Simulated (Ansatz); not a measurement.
# Tungsten, omega (AlB2-type) under LDA: ground state and equation of state

What does LDA give for tungsten in the omega (AlB2-type) structure? We relax it, solve it on a dense k-mesh, then scale the cell to 7 volumes from 88 to 112 % of the relaxed one and try a fit of the equation of state. Spin polarisation is left out. The k-meshes are 8×8×11 for the relaxation; 11×11×16 for the dense run; 9×9×14 for the volumes.

Computed with Ansatz 0.2.0 (DFT LDA (PW92), plane waves (420 eV) with PAW, scalar-relativistic; the PAW data stem from PBE, with regenerated cores, unless a step says otherwise).

### 1 The structure to begin with

The structure is hexagonal, space group P6/mmm (No. 191). Conventional cell: a = 4.474 Å, b = 4.474 Å, c = 2.743 Å, α = 90.00°, β = 90.00°, γ = 120.00°. W (site symmetry 6/mmm) is surrounded by 14 W at 2.74 to 2.92 Å. Around W (site symmetry -6m2) lie 11 W at 2.58 to 2.92 Å.

As a file:

```xyz
3
Lattice="4.4740 0.0000 0.0000 -2.2370 3.8746 0.0000 0.0000 0.0000 2.7426" Properties=species:S:1:pos:R:3 pbc="T T T"
W     0.0000    0.0000    0.0000
W     0.0000    2.5831    1.3713
W     2.2370    1.2915    1.3713
```

### 2 Relaxation of the cell

input.yaml reads:

```yaml
crystal:
  lattice:
    - [4.4740055658, 0.0, 0.0]
    - [-2.2370027829, 3.8746024767, 0.0]
    - [0.0, 0.0, 2.7425654118]
  atoms:
    - { symbol: W, position: [0.0, 0.0, 0.0] }
    - { symbol: W, position: [0.3333333333, 0.6666666667, 0.5] }
    - { symbol: W, position: [0.6666666667, 0.3333333333, 0.5] }
hamiltonian:
  xc: lda
  pseudopotentials:
    kind: paw
    azcp:
      W: "pseudopotentials/W.paw.azcp"
basis:
  ecutwfc: 420
  fft_grid_basis: typed
kpoints:
  mp_grid: { grid: [8, 8, 11], shift: [0, 0, 0] }
magnetization:
  spin_polarized: false
scf:
  occupations: { method: fermi_dirac, width: 0.1 }
relax:
  max_steps: 60
  f_tol: 0.01
  cell: {}
output:
  write_density: true
  write_potential: true
  elf: true
  volumetric_format: npy
```

Output:

```text
Warning: <dir> the record states the generating functional pbe (its physics header spells it `PBE`), which answers neither for hamiltonian.xc's functional nor for the lda family's — results may be inconsistent (PPs are generated against a specific XC)
Warning: RAYON_NUM_THREADS=2 ignored (pool sized by the plan → 2); use --threads N
Engine: ansatz 0.2.0, aarch64-unknown-linux-gnu
Pseudopotentials: kind: paw
Pseudopotential: W, paw, valence charge 14, recommended cutoff 420 eV (normal), <dir>
Functional definition: SPW92
  exchange = slater_x
  correlation = pw_c
Crystal: 3 atoms, lattice volume = 47.542 Å³
Basis set: ecut = 420 eV, 939 PW (Γ)
Bands: 26, of which v1, the nominal top of the filled ones, is band 21 counted from 1 (20 counted from 0)
Symmetry: 24 space group operations
Space group: P6/mmm (ITA 191), of the structure as read, at distance tolerance 3.6e-5 Å
k-points: 60 of 704
Non-local potential: W, projectors of the file, l = 0: 3, l = 1: 2, l = 2: 2, l = 3: 1
PAW form: soft (Blöchl's): semilocal exchange-correlation on the pseudo side does not see the compensation charge
PAW frozen core: W, regenerated for the run's functional, and the local potential with it (the file was generated under x = pbe(κ = 0.804, μ = 0.2195149727645171), c = pbe(β = 0.06672455060314922))
PAW one-centre angular grid: W, 590 points (default); XC on 64 Gauss nodes
Initial density: superposition of atomic densities (neutral atoms: chi_scale 0, normalization atom), corrected by the library's trained network
Initial wavefunctions: pseudopotential atomic-orbital guess
Functional: x = slater, c = lda
SCF iter   1: F=—  HF=-30387.574151 eV  |F-HF|=—  |Δ(HF+E_count)|=         —  Δρ=1.34e-2  dr2=7.47e-2  ethr=1.77e-3  ⟨swp⟩=5.0  Hψ=6635  notcnv=0
preconditioner: auto → none  [metal: Δε(μ)=0.018 eV  Ē_g=4.954 eV  σ=0.100 eV  W_gap=0.04  n_scr=8 (ndim 8)  ℏωp=22.8 eV  f_vac=0.000  D(μ)=5.27/eV (n_scr^D=68)  sad-step TF]
SCF iter   2: F=—  HF=-30387.560173 eV  |F-HF|=—  |Δ(HF+E_count)|=   1.40e-2  Δρ=8.11e-3  dr2=2.99e-2  ethr=1.78e-4  ⟨swp⟩=1.0  Hψ=2040  notcnv=0
SCF iter   3: F=—  HF=-30387.552188 eV  |F-HF|=—  |Δ(HF+E_count)|=   7.99e-3  Δρ=8.00e-4  dr2=3.69e-4  ethr=7.12e-5  ⟨swp⟩=2.0  Hψ=2056  notcnv=0
SCF iter   4: F=—  HF=-30387.552074 eV  |F-HF|=—  |Δ(HF+E_count)|=   1.14e-4  Δρ=3.18e-4  dr2=4.29e-5  ethr=8.78e-7  ⟨swp⟩=2.5  Hψ=2956  notcnv=0
SCF iter   5: F=—  HF=-30387.552065 eV  |F-HF|=—  |Δ(HF+E_count)|=   9.25e-6  Δρ=6.67e-5  dr2=2.16e-6  ethr=1.02e-7  ⟨swp⟩=2.2  Hψ=2140  notcnv=0
SCF iter   6: F=-30387.552065 eV  HF=-30387.552065 eV  |F-HF|=1.33e-9  |Δ(HF+E_count)|=   4.68e-8  Δρ=1.24e-5  dr2=3.31e-8  ethr=2.38e-10  ⟨swp⟩=7.5  Hψ=10321  notcnv=0
SCF 1 converged in 6 iterations: F = -30387.552065 eV  dr2 = 3.31e-8
relax step   1: F+E_penalty+E_count = -30387.55206470 eV  Δ(F+E_penalty+E_count) = +0.000e0 eV  max|allowed force component| = 1.110e-16 eV/Å  Δτ_max = 0.0000 Å  P = -1.236 GPa  Ω = 47.542 Å³  (6 SCF iters, dr2 threshold 1.00e-7 eV, accepted)
Crystal: 3 atoms, lattice volume = 46.984 Å³
Basis set: ecut = 420 eV, 915 PW (Γ)
Initial density: handed on by an earlier stage of this run
Initial wavefunctions: those handed on with the density
iter 1 solved again at ethr=8.99e-5 eV; its pass at ethr=3.10e-3 eV (dr2=3.77e-2 eV) is discarded
SCF iter   1: F=—  HF=-30387.928723 eV  |F-HF|=—  |Δ(HF+E_count)|=         —  Δρ=9.60e-3  dr2=3.80e-2  ethr=8.99e-5  ⟨swp⟩=1.0  Hψ=9662  notcnv=0
preconditioner: auto → none  [metal: Δε(μ)=0.005 eV  Ē_g=5.146 eV  σ=0.100 eV  W_gap=0.01  n_scr=8 (ndim 8)  ℏωp=23.0 eV  f_vac=0.000  D(μ)=4.01/eV (n_scr^D=44)]
SCF iter   2: F=—  HF=-30387.915383 eV  |F-HF|=—  |Δ(HF+E_count)|=   1.33e-2  Δρ=3.08e-3  dr2=2.01e-3  ethr=8.99e-5  ⟨swp⟩=2.3  Hψ=2118  notcnv=0
SCF iter   3: F=—  HF=-30387.914735 eV  |F-HF|=—  |Δ(HF+E_count)|=   6.48e-4  Δρ=8.31e-4  dr2=1.08e-4  ethr=4.79e-6  ⟨swp⟩=2.2  Hψ=2213  notcnv=0
SCF iter   4: F=—  HF=-30387.914709 eV  |F-HF|=—  |Δ(HF+E_count)|=   2.60e-5  Δρ=1.16e-4  dr2=5.28e-6  ethr=2.58e-7  ⟨swp⟩=2.4  Hψ=2593  notcnv=0
iter 5 did not close the SCF: its close was put off for the readings that it lacked (scf_convergence_deferred on its scf_iter line)
SCF iter   5: F=-30387.914708 eV  HF=-30387.914708 eV  |F-HF|=3.45e-9  |Δ(HF+E_count)|=   1.67e-6  Δρ=2.15e-5  dr2=6.94e-8  ethr=1.26e-8  ⟨swp⟩=2.2  Hψ=2358  notcnv=0
SCF iter   6: F=-30387.914708 eV  HF=-30387.914708 eV  |F-HF|=4.98e-10  |Δ(HF+E_count)|=   6.89e-9  Δρ=4.66e-6  dr2=2.36e-9  ethr=1.65e-10  ⟨swp⟩=5.9  Hψ=9091  notcnv=0
SCF 2 converged in 6 iterations: F = -30387.914708 eV  dr2 = 2.36e-9
relax step   2: F+E_penalty+E_count = -30387.91470779 eV  Δ(F+E_penalty+E_count) = -3.626e-1 eV  max|allowed force component| = 1.110e-16 eV/Å  Δτ_max = 0.0000 Å  P = +1.629 GPa  Ω = 46.984 Å³  energy of the carried Pulay correction = +1.284e-4 eV  (6 SCF iters, dr2 threshold 3.00e-7 eV, accepted)
Crystal: 3 atoms, lattice volume = 48.560 Å³
Basis set: ecut = 420 eV, 951 PW (Γ)
iter 1 solved again at ethr=7.42e-5 eV; its pass at ethr=3.10e-3 eV (dr2=3.12e-2 eV) is discarded
SCF iter   1: F=—  HF=-30387.870360 eV  |F-HF|=—  |Δ(HF+E_count)|=         —  Δρ=8.20e-3  dr2=3.14e-2  ethr=7.42e-5  ⟨swp⟩=1.1  Hψ=9528  notcnv=0
preconditioner: auto → none  [metal: Δε(μ)=0.016 eV  Ē_g=5.069 eV  σ=0.100 eV  W_gap=0.04  n_scr=8 (ndim 8)  ℏωp=22.6 eV  f_vac=0.000  D(μ)=3.90/eV (n_scr^D=44)]
SCF iter   2: F=—  HF=-30387.858486 eV  |F-HF|=—  |Δ(HF+E_count)|=   1.19e-2  Δρ=2.07e-3  dr2=1.13e-3  ethr=7.42e-5  ⟨swp⟩=2.5  Hψ=2306  notcnv=0
SCF iter   3: F=—  HF=-30387.858196 eV  |F-HF|=—  |Δ(HF+E_count)|=   2.90e-4  Δρ=5.94e-4  dr2=4.58e-5  ethr=2.68e-6  ⟨swp⟩=2.4  Hψ=2372  notcnv=0
SCF iter   4: F=—  HF=-30387.858199 eV  |F-HF|=—  |Δ(HF+E_count)|=   3.55e-6  Δρ=7.85e-5  dr2=1.23e-6  ethr=1.09e-7  ⟨swp⟩=2.2  Hψ=2808  notcnv=0
iter 5 did not close the SCF: its close was put off for the readings that it lacked (scf_convergence_deferred on its scf_iter line)
SCF iter   5: F=-30387.858199 eV  HF=-30387.858199 eV  |F-HF|=2.13e-8  |Δ(HF+E_count)|=   2.31e-8  Δρ=1.49e-5  dr2=5.34e-8  ethr=2.93e-9  ⟨swp⟩=2.1  Hψ=2439  notcnv=0
SCF iter   6: F=-30387.858199 eV  HF=-30387.858199 eV  |F-HF|=6.48e-10  |Δ(HF+E_count)|=   7.26e-9  Δρ=2.80e-6  dr2=1.74e-9  ethr=1.27e-10  ⟨swp⟩=5.6  Hψ=9064  notcnv=0
SCF 3 converged in 6 iterations: F = -30387.858199 eV  dr2 = 1.74e-9
relax step   3: F+E_penalty+E_count = -30387.85819924 eV  Δ(F+E_penalty+E_count) = +5.651e-2 eV  max|allowed force component| = 7.401e-17 eV/Å  Δτ_max = 0.0000 Å  P = -6.330 GPa  Ω = 48.560 Å³  energy of the carried Pulay correction = -2.463e-4 eV  (6 SCF iters, dr2 threshold 3.00e-7 eV, rejected (line search))
Crystal: 3 atoms, lattice volume = 47.096 Å³
iter 1 solved again at ethr=1.99e-5 eV; its pass at ethr=3.10e-3 eV (dr2=8.37e-3 eV) is discarded
SCF iter   1: F=—  HF=-30387.959643 eV  |F-HF|=—  |Δ(HF+E_count)|=         —  Δρ=4.68e-3  dr2=9.45e-3  ethr=1.99e-5  ⟨swp⟩=2.1  Hψ=8809  notcnv=0
preconditioner: auto → none  [metal: Δε(μ)=0.020 eV  Ē_g=5.171 eV  σ=0.100 eV  W_gap=0.05  n_scr=8 (ndim 8)  ℏωp=23.0 eV  f_vac=0.000  D(μ)=3.84/eV (n_scr^D=44)]
SCF iter   2: F=—  HF=-30387.956057 eV  |F-HF|=—  |Δ(HF+E_count)|=   3.59e-3  Δρ=1.27e-3  dr2=4.20e-4  ethr=1.99e-5  ⟨swp⟩=2.4  Hψ=2215  notcnv=0
SCF iter   3: F=—  HF=-30387.955959 eV  |F-HF|=—  |Δ(HF+E_count)|=   9.81e-5  Δρ=3.41e-4  dr2=1.44e-5  ethr=1.00e-6  ⟨swp⟩=2.4  Hψ=2412  notcnv=0
SCF iter   4: F=—  HF=-30387.955961 eV  |F-HF|=—  |Δ(HF+E_count)|=   1.84e-6  Δρ=5.78e-5  dr2=8.38e-7  ethr=3.43e-8  ⟨swp⟩=2.4  Hψ=2807  notcnv=0
SCF iter   5: F=—  HF=-30387.955960 eV  |F-HF|=—  |Δ(HF+E_count)|=   1.55e-7  Δρ=1.11e-5  dr2=2.59e-8  ethr=1.99e-9  ⟨swp⟩=2.1  Hψ=2272  notcnv=0
SCF iter   6: F=—  HF=-30387.955960 eV  |F-HF|=—  |Δ(HF+E_count)|=   1.87e-9  Δρ=1.89e-6  dr2=5.70e-10  ethr=6.17e-11  ⟨swp⟩=2.5  Hψ=2644  notcnv=0
SCF iter   7: F=-30387.955960 eV  HF=-30387.955960 eV  |F-HF|=0.00e0  |Δ(HF+E_count)|=  5.82e-11  Δρ=1.41e-7  dr2=6.46e-12  ethr=1.00e-12  ⟨swp⟩=6.2  Hψ=7175  notcnv=0
SCF 4 converged in 7 iterations: F = -30387.955960 eV  dr2 = 6.46e-12
relax step   4: F+E_penalty+E_count = -30387.95596039 eV  Δ(F+E_penalty+E_count) = -4.125e-2 eV  max|allowed force component| = 1.604e-16 eV/Å  Δτ_max = 0.0000 Å  P = +1.234 GPa  Ω = 47.096 Å³  energy of the carried Pulay correction = +9.988e-5 eV  (7 SCF iters, accepted)
Crystal: 3 atoms, lattice volume = 47.222 Å³
iter 1 solved again at ethr=1.85e-8 eV; its pass at ethr=3.10e-3 eV (dr2=7.79e-6 eV) is discarded
SCF iter   1: F=—  HF=-30387.956583 eV  |F-HF|=—  |Δ(HF+E_count)|=         —  Δρ=1.08e-4  dr2=5.41e-6  ethr=1.85e-8  ⟨swp⟩=3.0  Hψ=8741  notcnv=0
preconditioner: auto → none  [metal: Δε(μ)=0.015 eV  Ē_g=5.155 eV  σ=0.100 eV  W_gap=0.04  n_scr=8 (ndim 8)  ℏωp=22.9 eV  f_vac=0.000  D(μ)=3.89/eV (n_scr^D=44)]
SCF iter   2: F=—  HF=-30387.956582 eV  |F-HF|=—  |Δ(HF+E_count)|=   7.35e-7  Δρ=3.94e-5  dr2=3.57e-7  ethr=1.29e-8  ⟨swp⟩=2.3  Hψ=2243  notcnv=0
iter 3 did not close the SCF: its close was put off for the readings that it lacked (scf_convergence_deferred on its scf_iter line)
SCF iter   3: F=-30387.956582 eV  HF=-30387.956582 eV  |F-HF|=1.10e-8  |Δ(HF+E_count)|=   1.18e-7  Δρ=9.95e-6  dr2=1.41e-8  ethr=8.50e-10  ⟨swp⟩=2.2  Hψ=2606  notcnv=0
iter 4 did not close the SCF: its close was put off for the readings that it lacked (scf_convergence_deferred on its scf_iter line)
SCF iter   4: F=-30387.956582 eV  HF=-30387.956582 eV  |F-HF|=4.29e-10  |Δ(HF+E_count)|=   1.43e-8  Δρ=1.21e-6  dr2=6.71e-10  ethr=3.36e-11  ⟨swp⟩=2.1  Hψ=2652  notcnv=0
iter 5 did not close the SCF: its close was put off for the readings that it lacked (scf_convergence_deferred on its scf_iter line)
SCF iter   5: F=-30387.956582 eV  HF=-30387.956582 eV  |F-HF|=7.28e-12  |Δ(HF+E_count)|=  1.86e-10  Δρ=2.49e-7  dr2=9.52e-12  ethr=1.60e-12  ⟨swp⟩=2.3  Hψ=2324  notcnv=0
SCF iter   6: F=-30387.956582 eV  HF=-30387.956582 eV  |F-HF|=0.00e0  |Δ(HF+E_count)|=  3.64e-12  Δρ=2.15e-8  dr2=1.10e-13  ethr=1.00e-12  ⟨swp⟩=4.2  Hψ=6414  notcnv=0
SCF 5 converged in 6 iterations: F = -30387.956582 eV  dr2 = 1.10e-13
relax step   5: F+E_penalty+E_count = -30387.95658193 eV  Δ(F+E_penalty+E_count) = -6.215e-4 eV  max|allowed force component| = 1.295e-16 eV/Å  Δτ_max = 0.0000 Å  P = +0.425 GPa  Ω = 47.222 Å³  energy of the carried Pulay correction = +6.981e-5 eV  (6 SCF iters, dr2 threshold 3.00e-7 eV, accepted)
Crystal: 3 atoms, lattice volume = 47.291 Å³
iter 1 solved again at ethr=5.29e-9 eV; its pass at ethr=3.10e-3 eV (dr2=2.22e-6 eV) is discarded
SCF iter   1: F=—  HF=-30387.956654 eV  |F-HF|=—  |Δ(HF+E_count)|=         —  Δρ=5.04e-5  dr2=1.09e-6  ethr=5.29e-9  ⟨swp⟩=3.1  Hψ=8603  notcnv=0
preconditioner: auto → none  [metal: Δε(μ)=0.015 eV  Ē_g=5.147 eV  σ=0.100 eV  W_gap=0.04  n_scr=8 (ndim 8)  ℏωp=22.9 eV  f_vac=0.000  D(μ)=3.90/eV (n_scr^D=44)]
iter 2 did not close the SCF: its close was put off for the readings that it lacked (scf_convergence_deferred on its scf_iter line)
SCF iter   2: F=-30387.956654 eV  HF=-30387.956654 eV  |F-HF|=2.69e-8  |Δ(HF+E_count)|=   5.80e-8  Δρ=2.18e-5  dr2=1.29e-7  ethr=2.60e-9  ⟨swp⟩=2.2  Hψ=2454  notcnv=0
iter 3 did not close the SCF: its close was put off for the readings that it lacked (scf_convergence_deferred on its scf_iter line)
SCF iter   3: F=-30387.956654 eV  HF=-30387.956654 eV  |F-HF|=1.70e-9  |Δ(HF+E_count)|=   3.71e-8  Δρ=3.57e-6  dr2=1.57e-9  ethr=3.08e-10  ⟨swp⟩=2.2  Hψ=2527  notcnv=0
iter 4 did not close the SCF: its close was put off for the readings that it lacked (scf_convergence_deferred on its scf_iter line)
SCF iter   4: F=-30387.956654 eV  HF=-30387.956654 eV  |F-HF|=7.28e-12  |Δ(HF+E_count)|=   1.82e-9  Δρ=3.37e-7  dr2=2.33e-11  ethr=3.74e-12  ⟨swp⟩=2.1  Hψ=2711  notcnv=0
iter 5 did not close the SCF: its close was put off for the readings that it lacked (scf_convergence_deferred on its scf_iter line)
SCF iter   5: F=-30387.956654 eV  HF=-30387.956654 eV  |F-HF|=1.09e-11  |Δ(HF+E_count)|=  1.09e-11  Δρ=6.81e-8  dr2=1.24e-12  ethr=1.00e-12  ⟨swp⟩=1.0  Hψ=1561  notcnv=0
SCF iter   6: F=-30387.956654 eV  HF=-30387.956654 eV  |F-HF|=0.00e0  |Δ(HF+E_count)|=  1.09e-11  Δρ=1.71e-8  dr2=1.37e-13  ethr=1.00e-12  ⟨swp⟩=4.0  Hψ=6074  notcnv=0
SCF 6 converged in 6 iterations: F = -30387.956654 eV  dr2 = 1.37e-13
relax step   6: F+E_penalty+E_count = -30387.95665360 eV  Δ(F+E_penalty+E_count) = -7.167e-5 eV  max|allowed force component| = 7.401e-17 eV/Å  Δτ_max = 0.0000 Å  P = -0.018 GPa  Ω = 47.291 Å³  energy of the carried Pulay correction = +5.356e-5 eV  (6 SCF iters, dr2 threshold 3.00e-7 eV, accepted)
Initial wavefunctions: pseudopotential atomic-orbital guess (no wavefunctions were taken with the density)
iter 1 solved again at ethr=9.65e-9 eV; its pass at ethr=3.10e-3 eV (dr2=4.05e-6 eV) is discarded
SCF iter   1: F=—  HF=-30387.956745 eV  |F-HF|=—  |Δ(HF+E_count)|=         —  Δρ=2.11e-4  dr2=1.08e-6  ethr=9.65e-9  ⟨swp⟩=3.6  Hψ=11064  notcnv=0
preconditioner: auto → none  [metal: Δε(μ)=0.014 eV  Ē_g=5.147 eV  σ=0.100 eV  W_gap=0.04  n_scr=8 (ndim 8)  ℏωp=22.9 eV  f_vac=0.000  D(μ)=3.90/eV (n_scr^D=44)]
SCF iter   2: F=—  HF=-30387.956749 eV  |F-HF|=—  |Δ(HF+E_count)|=   3.90e-6  Δρ=1.04e-4  dr2=2.46e-7  ethr=2.58e-9  ⟨swp⟩=1.0  Hψ=1560  notcnv=0
SCF iter   3: F=—  HF=-30387.956750 eV  |F-HF|=—  |Δ(HF+E_count)|=   1.32e-6  Δρ=4.03e-6  dr2=1.71e-9  ethr=5.86e-10  ⟨swp⟩=1.0  Hψ=1560  notcnv=0
SCF iter   4: F=—  HF=-30387.956750 eV  |F-HF|=—  |Δ(HF+E_count)|=   1.28e-9  Δρ=9.12e-7  dr2=4.70e-11  ethr=4.07e-12  ⟨swp⟩=2.3  Hψ=2389  notcnv=0
iter 5 did not close the SCF: its close was put off for the readings that it lacked (scf_convergence_deferred on its scf_iter line)
SCF iter   5: F=-30387.956750 eV  HF=-30387.956750 eV  |F-HF|=7.28e-12  |Δ(HF+E_count)|=  8.37e-11  Δρ=1.21e-7  dr2=3.73e-12  ethr=1.00e-12  ⟨swp⟩=1.0  Hψ=1560  notcnv=0
SCF iter   6: F=-30387.956750 eV  HF=-30387.956750 eV  |F-HF|=1.09e-11  |Δ(HF+E_count)|=  7.28e-12  Δρ=1.56e-8  dr2=4.39e-14  ethr=1.00e-12  ⟨swp⟩=4.2  Hψ=6385  notcnv=0
SCF 7 converged in 6 iterations: F = -30387.956750 eV  dr2 = 4.39e-14
relax step   7: F+E_penalty+E_count = -30387.95674983 eV  Δ(F+E_penalty+E_count) = -9.623e-5 eV  max|allowed force component| = 7.401e-17 eV/Å  Δτ_max = 0.0000 Å  P = -0.017 GPa  Ω = 47.291 Å³  stress off target by 2.03e-2 GPa  SCF on the basis re-selected at this cell (its energy is not comparable with the rows above)  (6 SCF iters)
basis re-selected at this cell: Δ(F+E_penalty+E_count) = -9.623e-5 eV, ΔP = +0.001 GPa vs the last step (what re-selecting the basis moved, of the pressure what is left beyond the Pulay correction that the steps carried, after the strain that the cell walked since its last selection, with what the two solves' SCF thresholds leave and, on support functions, any second-order correction that the steps lacked; it is no measure of the basis error at this ecutwfc). The dense FFT grid was sized anew with the basis: this SCF ran on 32×32×18 points, the steps before it on 30×30×20, so part of this shift can come from that change (see relax.cell in the input reference). This SCF's stress stands 2.03e-2 GPa from its target on what of the cell is left free (relax.cell.stress_tol is 5.00e-2 GPa) and its largest allowed force component is 7.40e-17 eV/Å (relax.f_tol is 1.00e-2 eV/Å): within both
SCF converged after 6 iterations
Free energy (F): -30387.956750 eV
Harris-Foulkes:  -30387.956750 eV  (|F-HF|=1.09e-11)
Internal energy: -30387.834575 eV  (E = F + TS)
E sigma→0 (E₀):  -30387.895662 eV
Entropy (-TS):   -0.122175 eV (-40.725 meV/atom)
Fermi energy:    22.187420 eV
--- Per-component energies (eV) ---
  E_band       = -249.764781
  E_kinetic    = 1355.744748
  E_local      = -1832.331015  (includes V_loc(G=0)·N_el)
  E_nonlocal   = 21.774206
  E_hartree    = 657.085909
  E_xc         = -795.842104
  E_vxc        = -717.761506  (∫ρ·V_xc dr)
  E_paw        = -24929.767813  (= ΣΔE_a)
  E_vpaw       = -391.362850  (= ΣTr[D̂ρ^β])
  E_aug_tail   = -0.000181  (compensation charges beyond the density's cutoff)
  E_ewald      = -4865.347781
  E_core_change = 0.849459  (= ΣΔE_core)
  E_smearing   = -0.122175  (= −TS)
  E_closure    = 0.000000  (closes the sum)
  Σ components = -30387.956750   (vs F -30387.956750, Δ=0.00e0)
--- Forces (eV/Å), atoms counted from 1 ---
  atom   1  W      0.00000000     0.00000000     0.00000000
  atom   2  W      0.00000000     0.00000000    -0.00000000
  atom   3  W     -0.00000000    -0.00000000     0.00000000
  max |Σ_I F_I| component: 2.10e-29 eV/Å
--- Stress (GPa, compression-positive) ---
       -0.020307       0.000000       0.000000
       -0.000000      -0.020307       0.000000
        0.000000       0.000000      -0.011723
  P = ⅓ Tr σ = -0.0174 GPa (-0.174 kbar)
--- Band table (eV; the first three rows and the last of 60) ---
  k-point 0: bands = ["-51.6670", "-51.5049", "-51.3918", "-16.1561", "-16.1561", "-16.0653", "-16.0653", "-15.2191", "-15.2191", "-15.1978", "-14.9805", "-14.9016", "12.8144", "16.8300", "18.6247", "19.6561", "19.6561", "19.6941", "19.6941", "19.7809", "21.8117", "21.8117", "24.3951", "24.3951", "24.4447", "24.4447"]
  k-point 1: bands = ["-51.6555", "-51.4955", "-51.3815", "-16.1396", "-16.1396", "-16.0413", "-16.0413", "-15.3293", "-15.2159", "-15.2159", "-15.1231", "-15.0322", "13.1218", "17.2907", "19.1973", "19.4488", "19.4488", "19.5588", "19.5588", "20.2021", "21.8271", "21.8271", "24.0397", "24.0397", "24.3776", "24.3776"]
  k-point 2: bands = ["-51.6246", "-51.4702", "-51.3539", "-16.0951", "-16.0951", "-15.9750", "-15.9750", "-15.6712", "-15.4951", "-15.3731", "-15.2086", "-15.2086", "13.9557", "18.4999", "18.8421", "18.8421", "19.1584", "19.1584", "20.8432", "21.4746", "21.9086", "21.9086", "23.1976", "23.1976", "24.3954", "24.3954"]
  k-point 59: bands = ["-51.5225", "-51.3356", "-51.3183", "-16.7523", "-16.5832", "-16.5266", "-15.9458", "-15.7182", "-15.6775", "-15.6225", "-15.5104", "-15.1165", "16.2483", "17.5611", "18.1403", "18.4897", "19.0208", "19.5895", "20.4372", "21.1436", "21.8992", "22.0773", "23.0853", "25.1300", "25.8520", "26.8389"]
--- Relaxed structure (6 steps of the walk, 5 accepted, 1 SCFs on fresh bases) ---
  F+E_penalty+E_count = -30387.95674983 eV   max|allowed force component| = 7.401e-17 eV/Å   (the final SCF, on the basis selected at the relaxed cell)
  cell:  # Å, volume = 47.2906 Å³
    - [4.613494556078424, -6.342768331698208e-34, 0.0]
    - [-2.306747278039212, 3.9954034857851264, 0.0]
    - [0.0, 0.0, 2.565572819351976]
  atoms:
    - { symbol: W, position: [1.2302713752840805e-35, 6.903682936865595e-37, 0.0] }
    - { symbol: W, position: [0.3333333333333334, 0.6666666666666669, 0.5000000000000001] }
    - { symbol: W, position: [0.6666666666666667, 0.3333333333333334, 0.5000000000000001] }
```

Run time: 13 s. Hardware: 2 threads of an Arm CPU, shared host; peak memory 0.35 GiB.

The steps of the relaxation:

```
step  energy change (meV/atom)  largest force (eV/Å)  pressure (GPa)  volume (Å³/atom)  accepted
   1                      0.00                0.0000           -1.24            15.847       yes
   2                   -120.88                0.0000            1.63            15.661       yes
   3                   -102.04                0.0000           -6.33            16.187        no
   4                   -134.63                0.0000            1.23            15.699       yes
   5                   -134.84                0.0000            0.43            15.741       yes
   6                   -134.86                0.0000           -0.02            15.764       yes
   7                   -134.90                0.0000           -0.02            15.764       yes
```

Steps that repeat a cell are solved on a basis chosen anew, so their changes of energy are no gain of the relaxation.

Changes in the cell that was computed:

|  | before | after | change |
| --- | --- | --- | --- |
| a (Å) | 4.474 | 4.613 | +3.1 % |
| b (Å) | 4.474 | 4.613 | +3.1 % |
| c (Å) | 2.743 | 2.566 | -6.5 % |
| volume (Å³/atom) | 15.847 | 15.764 | -0.5 % |
| shortest distance (Å) | 2.583 | 2.566 | -0.7 % |
| space group (spins left aside) | P6/mmm | P6/mmm | same |

(Part 1 of 2 ends here.)
